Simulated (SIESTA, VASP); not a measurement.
This is a calculation of La2O3 for SIESTA 5.4.2. The cell is a database's computed one, not the measured one.

File La2O3.fdf:

```
SystemName                      La2O3
SystemLabel                     La2O3
NumberOfSpecies                 2
NumberOfAtoms                   5
%block ChemicalSpeciesLabel
  1  57 La
  2   8 O
%endblock ChemicalSpeciesLabel

LatticeConstant                 1.0 Ang
%block LatticeVectors
     3.9307778780     0.0000000000     0.0000000000
    -1.9653889390     3.4041534990     0.0000000000
     0.0000000000     0.0000000000     6.1119535200
%endblock LatticeVectors
AtomicCoordinatesFormat         Fractional
%block AtomicCoordinatesAndAtomicSpecies
     0.3333333333     0.6666666667     0.2462356800  1  La
     0.6666666667     0.3333333333     0.7537643200  1  La
     0.0000000000     0.0000000000     0.0000000000  2  O
     0.3333333333     0.6666666667     0.6458906500  2  O
     0.6666666667     0.3333333333     0.3541093500  2  O
%endblock AtomicCoordinatesAndAtomicSpecies

%block kgrid.MonkhorstPack
    8   0   0  0.0
    0   8   0  0.0
    0   0   5  0.0
%endblock kgrid.MonkhorstPack
XC.Functional                   GGA
XC.Authors                      PBEsol
PAO.BasisSize                   DZP
PAO.EnergyShift                 0.003 Ry
Mesh.Cutoff                     800 Ry
OccupationFunction              FD
ElectronicTemperature           0.05 eV
MaxSCFIterations                120
SCF.MustConverge                false
SCF.Mixer.Method                Pulay
SCF.Mixer.Weight                0.25
SCF.Mixer.History               8
SCF.DM.Tolerance                5.0e-05
SCF.H.Tolerance                 1.0e-03 eV
WriteForces                     true
Charge.Mulliken                 end
Charge.Hirshfeld                end
Charge.Voronoi                  end
SaveRho                         true
SaveElectrostaticPotential      true
%block PAO.Basis
  La 5
  n=5 0 2
    4.181 0.000
  n=6 0 2
    9.500 0.000
  n=5 1 2
    4.927 0.000
  n=6 1 1
    9.500
  n=5 2 2
    8.463 0.000
%endblock PAO.Basis
```

Potentials or basis: PseudoDojo 0.4 standard (PBEsol files), converted to PSML, two zetas on semicore shells, DZP (energy shift 0.003 Ry; two zetas on semicore shells).

Run with:

```console
$ siesta La2O3.fdf > La2O3.out 2>&1
```

Problem. Translate it to VASP 6.6.1. Potentials or basis there: PBE PAW files La, O, 520 eV.

Solution. As run (cutoffs and basis follow the program's own potentials, and thresholds, step limits or extra output files can differ):

INCAR

```
ALGO = Normal ; EDIFF = 1E-7
ENCUT = 520 ; GGA = PS
ISIF = 2 ; ISMEAR = -1
KPAR = 2 ; LASPH = True
LCHARG = False ; LREAL = False
LWAVE = False ; NBANDS = 28
NELM = 100 ; PREC = Accurate
SIGMA = 0.05
```

File KPOINTS:

```
k-points
0
Gamma
  8 8 5
```

Contents of POSCAR:

```
La2O3
1.0
    3.9307778780      0.0000000000      0.0000000000
   -1.9653889390      3.4041534990      0.0000000000
    0.0000000000      0.0000000000      6.1119535200
La O
2 3
Direct
    0.3333333333      0.6666666667      0.2462356800
    0.6666666667      0.3333333333      0.7537643200
    0.0000000000      0.0000000000      0.0000000000
    0.3333333333      0.6666666667      0.6458906500
    0.6666666667      0.3333333333      0.3541093500
```

Potentials or basis: VASP PAW PBE potentials, release 64 (La, O).

The run is started by

```sh
$ cat potpaw_PBE.64/La/POTCAR potpaw_PBE.64/O/POTCAR > POTCAR
$ mpirun -np 2 vasp_std > vasp.out
```

Both were run:

|  | SIESTA | VASP |
| --- | --- | --- |
| Pressure | 3.8 GPa | -3.2 GPa |

VASP's potentials were made for PBE.

The two runs disagree by more than potentials and bases usually give (in gap, levels, pressure or energy); the cause wasn't traced.

Pressure is positive in compression.
